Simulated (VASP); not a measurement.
# C (a cell with a defect) in VASP: relaxation of the atoms with PBE

Aim: the relaxation of the atoms of C (a cell with a defect) with PBE.

Everything below comes from runs of VASP 6.6.1. Logs are shortened: lines on timing, memory, paths and dates and some standing lists are left out, and cuts for length are marked.

## 1. The structure

The cell holds a defect, 63 atoms: a = 7.144 Å, b = 7.144 Å, c = 7.144 Å, α = 90.00°, β = 90.00°, γ = 90.00°.

The cell was built by a generator and needn't be a form met in nature.

## 2. Relaxation of the atoms, PBE, collinear spin, ferromagnetic start

INCAR reads:

```
SYSTEM = C
  ALGO = Normal
  EDIFF = 1E-6
  EDIFFG = -0.005
  ENCUT = 450
  GGA = PE
  IBRION = 2
  ISIF = 2
  ISMEAR = -1
  ISPIN = 2
  LASPH = .True.
  LCHARG = .False.
  LORBIT = 11
  LREAL = .False.
  LWAVE = .False.
  MAGMOM = 0.5 0.5 0.5 0.5 0.5 0.5 0.5 0.5 0.5 0.5 0.5 0.5 0.5 0.5 0.5 0.5 0.5 0.5 0.5 0.5 0.5 0.5 0.5 0.5 0.5 0.5 0.5 0.5 0.5 0.5 0.5 0.5 0.5 0.5 0.5 0.5 0.5 0.5 0.5 0.5 0.5 0.5 0.5 0.5 0.5 0.5 0.5 0.5 0.5 0.5 0.5 0.5 0.5 0.5 0.5 0.5 0.5 0.5 0.5 0.5 0.5 0.5 0.5
  NELECT = 253
  NELM = 100
  NSW = 40
  NUPDOWN = 3
  PREC = Accurate
  SIGMA = 0.05
```

KPOINTS reads:

```
k-points
0
Gamma
  2 2 2
  0 0 0
```

POSCAR reads:

```
C
1.0
    7.1440000000      0.0000000000      0.0000000000
    0.0000000000      7.1440000000      0.0000000000
    0.0000000000      0.0000000000      7.1440000000
C
63
Direct
    0.7500000000      0.2500000000      0.0000000000
    0.7500000000      0.0000000000      0.2500000000
    0.0000000000      0.0000000000      0.0000000000
    0.2500000000      0.2500000000      0.0000000000
    0.5000000000      0.5000000000      0.0000000000
    0.7500000000      0.7500000000      0.0000000000
    0.2500000000      0.0000000000      0.2500000000
    0.5000000000      0.2500000000      0.2500000000
    0.7500000000      0.5000000000      0.2500000000
    0.5000000000      0.0000000000      0.5000000000
    0.7500000000      0.2500000000      0.5000000000
    0.7500000000      0.0000000000      0.7500000000
    0.0000000000      0.5000000000      0.0000000000
    0.2500000000      0.7500000000      0.0000000000
    0.0000000000      0.2500000000      0.2500000000
    0.2500000000      0.5000000000      0.2500000000
    0.5000000000      0.7500000000      0.2500000000
    0.0000000000      0.0000000000      0.5000000000
    0.2500000000      0.2500000000      0.5000000000
    0.5000000000      0.5000000000      0.5000000000
    0.7500000000      0.7500000000      0.5000000000
    0.2500000000      0.0000000000      0.7500000000
    0.5000000000      0.2500000000      0.7500000000
    0.7500000000      0.5000000000      0.7500000000
    0.0000000000      0.7500000000      0.2500000000
    0.0000000000      0.5000000000      0.5000000000
    0.2500000000      0.7500000000      0.5000000000
    0.0000000000      0.2500000000      0.7500000000
    0.2500000000      0.5000000000      0.7500000000
    0.5000000000      0.7500000000      0.7500000000
    0.0000000000      0.7500000000      0.7500000000
    0.6250000000      0.1250000000      0.1250000000
    0.8750000000      0.3750000000      0.1250000000
    0.8750000000      0.1250000000      0.3750000000
    0.1250000000      0.1250000000      0.1250000000
    0.3750000000      0.3750000000      0.1250000000
    0.6250000000      0.6250000000      0.1250000000
    0.8750000000      0.8750000000      0.1250000000
    0.3750000000      0.1250000000      0.3750000000
    0.6250000000      0.3750000000      0.3750000000
    0.8750000000      0.6250000000      0.3750000000
    0.6250000000      0.1250000000      0.6250000000
    0.8750000000      0.3750000000      0.6250000000
    0.8750000000      0.1250000000      0.8750000000
    0.1250000000      0.6250000000      0.1250000000
    0.3750000000      0.8750000000      0.1250000000
    0.1250000000      0.3750000000      0.3750000000
    0.3750000000      0.6250000000      0.3750000000
    0.6250000000      0.8750000000      0.3750000000
    0.1250000000      0.1250000000      0.6250000000
    0.3750000000      0.3750000000      0.6250000000
    0.6250000000      0.6250000000      0.6250000000
    0.8750000000      0.8750000000      0.6250000000
    0.3750000000      0.1250000000      0.8750000000
    0.6250000000      0.3750000000      0.8750000000
    0.8750000000      0.6250000000      0.8750000000
    0.1250000000      0.8750000000      0.3750000000
    0.1250000000      0.6250000000      0.6250000000
    0.3750000000      0.8750000000      0.6250000000
    0.1250000000      0.3750000000      0.8750000000
    0.3750000000      0.6250000000      0.8750000000
    0.5625000000      0.9375000000      0.9375000000
    0.1250000000      0.8750000000      0.8750000000
```

Potentials or basis: VASP PAW PBE potentials, release 64 (C).

Started as:

```console
> cat potpaw_PBE.64/C/POTCAR > POTCAR
> mpirun -np 1 vasp_std > vasp.out
```

OUTCAR:

```text
SYSTEM = C
   EDIFF = 1E-6
   EDIFFG = -0.005
   ENCUT = 450
   GGA = PE
   IBRION = 2
   ISIF = 2
   ISMEAR = -1
   ISPIN = 2
   LASPH = .True.
   LORBIT = 11
   LREAL = .False.
   NELECT = 253
   NELM = 100
   NSW = 40
   NUPDOWN = 3
   PREC = Accurate

 ion  position               nearest neighbor table
   1  0.750  0.250  0.000-  32 1.55  33 1.55  44 1.55  55 1.55
   2  0.750  0.000  0.250-  32 1.55  34 1.55  38 1.55  49 1.55
   3  0.000  0.000  0.000-  35 1.55  38 1.55  44 1.55  63 1.55
   4  0.250  0.250  0.000-  35 1.55  36 1.55  54 1.55  60 1.55
   5  0.500  0.500  0.000-  36 1.55  37 1.55  55 1.55  61 1.55
   6  0.750  0.750  0.000-  37 1.55  38 1.55  56 1.55  62 1.95
[... 53 lines left out ...]
  60  0.125  0.375  0.875-   4 1.55  13 1.55  28 1.55  29 1.55
  61  0.375  0.625  0.875-   5 1.55  14 1.55  29 1.55  30 1.55
  62  0.562  0.938  0.938-   6 1.95  12 1.95  30 1.95  32 1.95  46 1.95  54 1.95
  63  0.125  0.875  0.875-   3 1.55  14 1.55  22 1.55  31 1.55

  LATTYP: Found a simple cubic cell.
 ALAT       =     7.1440000000

  Lattice vectors:

 A1 = (   7.1440000000,   0.0000000000,   0.0000000000)
 A2 = (   0.0000000000,   7.1440000000,   0.0000000000)
 A3 = (   0.0000000000,   0.0000000000,   7.1440000000)

Analysis of symmetry for initial positions (statically):
=====================================================================
 Subroutine PRICEL returns:
 Original cell was already a primitive cell.

 Routine SETGRP: Setting up the symmetry group for a
 simple cubic supercell.

 Subroutine GETGRP returns: Found 12 space group operations
 (whereof  2 operations were pure point group operations)
 out of a pool of 48 trial point group operations.

The static configuration has the point symmetry C_1h.
 The point group associated with its full space group is D_3d.

Analysis of symmetry for dynamics (positions and initial velocities):
=====================================================================
 Subroutine PRICEL returns:
 Original cell was already a primitive cell.

 Routine SETGRP: Setting up the symmetry group for a
 simple cubic supercell.

 Subroutine GETGRP returns: Found 12 space group operations
 (whereof  2 operations were pure point group operations)
 out of a pool of 48 trial point group operations.

The dynamic configuration has the point symmetry C_1h.
 The point group associated with its full space group is D_3d.

Analysis of structural, dynamic, and magnetic symmetry:
=====================================================================
 Subroutine PRICEL returns:
 Original cell was already a primitive cell.

 Routine SETGRP: Setting up the symmetry group for a
[... 267 lines left out ...]
  -------------------------------------------------------------------------------------
  Total       10.2589125     10.2589125     10.2589125      6.6610295     -6.6610295      6.6610295
  in kB       45.0803802     45.0803802     45.0803802     29.2703287    -29.2703287     29.2703287
  external PRESSURE =      45.0803802 kB  Pullay stress =       0.0000000 kB
[... 272 lines left out ...]
  FREE ENERGIE OF THE ION-ELECTRON SYSTEM (eV)
  ---------------------------------------------------
  free  energy   TOTEN  =      -551.0839376850 eV

  energy  without entropy=     -551.0839352350  energy(sigma->0) =     -551.08393646

[... ionic steps 4 to 11 ...]

--------------------------------------- Ionic step       12  -------------------------------------------

 number of electron     252.9999970 magnetization       3.0000000

------------------------ aborting loop because EDIFF is reached ----------------------------------------
[... 189 lines left out ...]
--------------------------------------- Ionic step       14  -------------------------------------------

 number of electron     252.9999970 magnetization       3.0000000

 Free energy of the ion-electron system (eV)
  ---------------------------------------------------
  ext. energy  EPLUGINS =         0.00000000
  ---------------------------------------------------
  free energy    TOTEN  =      -551.24394364 eV

  energy without entropy =     -551.24393973  energy(sigma->0) =     -551.24394169

 E-fermi :   9.9264     XC(G=0): -13.1811

 val. band max:       12.2544689355   @ k =   0.5000   0.5000   0.5000
 cond. band min:      10.8472580574   @ k =   0.5000   0.5000   0.0000
 fundamental gap:     -1.4072108781
 Fermi energy:        12.7943715475

 spin component 1

 k-point     1 :       0.0000    0.0000    0.0000
  band No.  band energies     occupation
      1     -11.9672      1.00000
      2      -9.8077      1.00000
      3      -9.8077      1.00000
      4      -9.7741      1.00000
      5      -9.7741      1.00000
      6      -9.5782      1.00000
[... 553 lines left out ...]
    137      15.4148      0.00000
    138      15.4148      0.00000
 Fermi energy:         9.9264446813

 spin component 2

 k-point     1 :       0.0000    0.0000    0.0000
  band No.  band energies     occupation
      1     -11.9216      1.00000
      2      -9.7515      1.00000
      3      -9.7515      1.00000
      4      -9.7388      1.00000
      5      -9.7388      1.00000
      6      -9.5352      1.00000
[... 553 lines left out ...]
    137      15.4535      0.00000
    138      15.4570      0.00000
 [bands above 138 left out]

------------------------ aborting loop because EDIFF is reached ----------------------------------------

  FORCE on cell =-STRESS in cart. coord.  units (eV):
  Direction    XX          YY          ZZ          XY          YZ          ZX
  --------------------------------------------------------------------------------------
  -------------------------------------------------------------------------------------
  Total       12.7622163     12.7622163     12.7622163      9.0235500     -9.0235500      9.0235500
  in kB       56.0805604     56.0805604     56.0805604     39.6518699    -39.6518699     39.6518699
  external PRESSURE =      56.0805604 kB  Pullay stress =       0.0000000 kB
[... 78 lines left out ...]
  FREE ENERGIE OF THE ION-ELECTRON SYSTEM (eV)
  ---------------------------------------------------
  free  energy   TOTEN  =      -551.2439436435 eV

  energy  without entropy=     -551.2439397341  energy(sigma->0) =     -551.24394169

 reached required accuracy - stopping structural energy minimisation

 total charge

# of ion       s       p       d       tot
------------------------------------------
    1        0.835   1.759   0.000   2.593
    2        0.835   1.759   0.000   2.593
    3        0.832   1.744   0.000   2.575
    4        0.830   1.731   0.000   2.561
    5        0.832   1.744   0.000   2.575
    6        0.837   1.682   0.000   2.520
[... 55 lines left out ...]
   62        0.976   1.196   0.000   2.172
   63        0.832   1.744   0.000   2.575
--------------------------------------------------
tot         52.632 109.109   0.000 161.742

 magnetization (x)

# of ion       s       p       d       tot
------------------------------------------
    1       -0.001   0.001   0.000   0.000
    2       -0.001   0.001   0.000   0.000
    3        0.001   0.005   0.000   0.006
    4        0.000   0.002   0.000   0.002
    5        0.001   0.005   0.000   0.006
    6        0.032   0.198   0.000   0.230
[... 55 lines left out ...]
   62        0.181  -0.058   0.000   0.123
   63        0.001   0.005   0.000   0.006
--------------------------------------------------
tot          0.435   1.501   0.000   1.936
```

Run time: 63 min. Hardware: 1 thread of AMD EPYC 9R14 (Zen 4), shared host; peak memory 0.57 GiB.

What came out:

* Free energy: -551.2439 eV
* Energy gained by relaxing: 9.0 meV/atom
* Ionic steps: 14
* Largest force after relaxing: 0.003 eV/Å
* Net moment: 3.00 μB per cell
* Site moments: C +0.00, +0.01, +0.23, +0.02, +0.12 μB
* Valence electrons inside the program's atomic spheres: C 2.59, 2.58, 2.56, 2.52, 2.57, 2.17

Forces in eV/Å, atoms in the order of the input:
```
C    0.001  0.000 -0.001
C    0.001 -0.001  0.000
C    0.001  0.000  0.000
C    0.001 -0.001  0.003
C    0.000 -0.001  0.000
C   -0.001  0.001  0.000
C    0.001  0.003 -0.001
C   -0.003 -0.001 -0.001
C   -0.001  0.001  0.000
C    0.000  0.000 -0.001
C   -0.001  0.000  0.001
C   -0.001  0.000  0.001
C    0.001 -0.001  0.000
C    0.000 -0.001 -0.001
C   -0.001 -0.001 -0.001
C    0.001  0.001 -0.001
C    0.001 -0.001  0.000
C    0.001  0.000 -0.001
C    0.001 -0.001  0.001
C    0.000 -0.001 -0.001
C    0.000  0.000  0.001
C    0.000 -0.001 -0.001
C    0.001  0.000 -0.001
C    0.000  0.001  0.000
C   -0.001  0.001  0.000
C    0.000  0.000  0.000
C    0.000  0.001  0.001
C   -0.001  0.000  0.001
C    0.000  0.001  0.001
C    0.000  0.001  0.001
C   -0.001  0.000  0.000
C    0.000 -0.001 -0.001
C    0.000 -0.001 -0.001
C    0.000 -0.001 -0.001
C    0.001  0.000  0.000
C    0.000 -0.001  0.000
C   -0.001  0.000  0.001
C    0.000  0.001  0.001
C    0.000  0.000 -0.001
C    0.000  0.001  0.001
C   -0.001  0.001 -0.001
C   -0.001  0.001  0.000
C   -0.001 -0.001  0.001
C    0.000  0.001  0.001
C    0.001  0.000 -0.001
C    0.001  0.000 -0.001
C    0.000  0.000  0.000
C    0.001  0.000 -0.001
C    0.000  0.000  0.001
C    0.001 -0.001  0.000
C    0.001 -0.001  0.000
C    0.003  0.001  0.001
C   -0.001 -0.003  0.001
C    0.001 -0.001  0.000
C    0.000  0.001  0.000
C   -0.001  0.001 -0.003
C   -0.001  0.000  0.001
C    0.001  0.001  0.001
C   -0.001  0.001  0.000
C   -0.001  0.001  0.000
C   -0.001  0.000  0.001
C    0.000  0.000  0.000
C   -0.001  0.000  0.000
```

The path:
```
step  energy change (eV)  largest force (eV/Å)  pressure (GPa)
   1              0.0000                2.1101            4.51
   2              0.1130                2.1111            6.50
   3             -0.4087                0.5431            5.20
   4             -0.5112                0.4754            5.63
   5             -0.5193                0.3137            5.53
   6             -0.5509                0.3168            5.70
   7             -0.5555                0.2272            5.64
   8             -0.5662                0.1323            5.63
   9             -0.5674                0.0527            5.63
  10             -0.5684                0.0361            5.62
  11             -0.5685                0.0199            5.62
  12             -0.5686                0.0158            5.61
  13             -0.5687                0.0076            5.62
  14             -0.5687                0.0032            5.61
```

Final structure:
```
CELL_PARAMETERS angstrom
7.14400 0.00000 0.00000
0.00000 7.14400 0.00000
0.00000 0.00000 7.14400
ATOMIC_POSITIONS crystal
C 0.75191 0.25055 0.00024
C 0.75191 0.00024 0.25055
C 0.00017 0.99982 0.99982
C 0.25391 0.24609 0.99745
C 0.50018 0.49983 0.99982
C 0.75078 0.74922 0.01086
C 0.25391 0.99745 0.24609
C 0.50255 0.24609 0.24609
C 0.75018 0.49921 0.25136
C 0.50018 0.99982 0.49983
C 0.75018 0.25136 0.49921
C 0.75078 0.01086 0.74922
C 0.99975 0.50025 0.00050
C 0.24945 0.74809 0.00024
C 0.00172 0.24926 0.24926
C 0.25074 0.49828 0.24926
C 0.49976 0.74809 0.25055
C 0.99975 0.00050 0.50025
C 0.25074 0.24926 0.49828
C 0.49950 0.50025 0.50025
C 0.74829 0.75171 0.50252
C 0.24945 0.00024 0.74809
C 0.49976 0.25055 0.74809
C 0.74829 0.50252 0.75171
C 0.00079 0.74982 0.25136
C 0.99951 0.50049 0.50049
C 0.24864 0.74982 0.49921
C 0.00079 0.25136 0.74982
C 0.24864 0.49921 0.74982
C 0.48914 0.74922 0.74922
C 0.99748 0.75171 0.75171
C 0.63586 0.12578 0.12578
C 0.87636 0.37579 0.12518
C 0.87636 0.12518 0.37579
C 0.12752 0.12329 0.12329
C 0.37671 0.37248 0.12329
C 0.62524 0.62445 0.12691
C 0.87555 0.87476 0.12691
C 0.37671 0.12329 0.37248
C 0.62550 0.37475 0.37475
C 0.87426 0.62574 0.37672
C 0.62524 0.12691 0.62445
C 0.87426 0.37672 0.62574
C 0.87555 0.12691 0.87476
C 0.12421 0.62364 0.12518
C 0.37422 0.86414 0.12578
C 0.12549 0.37451 0.37451
C 0.37482 0.62364 0.37579
C 0.62482 0.87518 0.37517
C 0.12421 0.12518 0.62364
C 0.37482 0.37579 0.62364
C 0.62245 0.62891 0.62891
C 0.87109 0.87755 0.62891
C 0.37422 0.12578 0.86414
C 0.62482 0.37517 0.87518
C 0.87109 0.62891 0.87755
C 0.12525 0.87450 0.37475
C 0.12328 0.62574 0.62574
C 0.37309 0.87476 0.62445
C 0.12525 0.37475 0.87450
C 0.37309 0.62445 0.87476
C 0.56250 0.93750 0.93750
C 0.12483 0.87518 0.87518
```

Caveat: the k mesh is coarse (spacing up to 0.44 Å⁻¹), so the values aren't converged; the cell is charged against a uniform background, so pressure and absolute levels hang on convention; the cutoff is under 1.25 times the usual one of these potentials, so pressure, stress and relaxed cells hold a basis-set (Pulay) error; the moment is held away from its start; the total moment is fixed, so each spin has its own Fermi level.
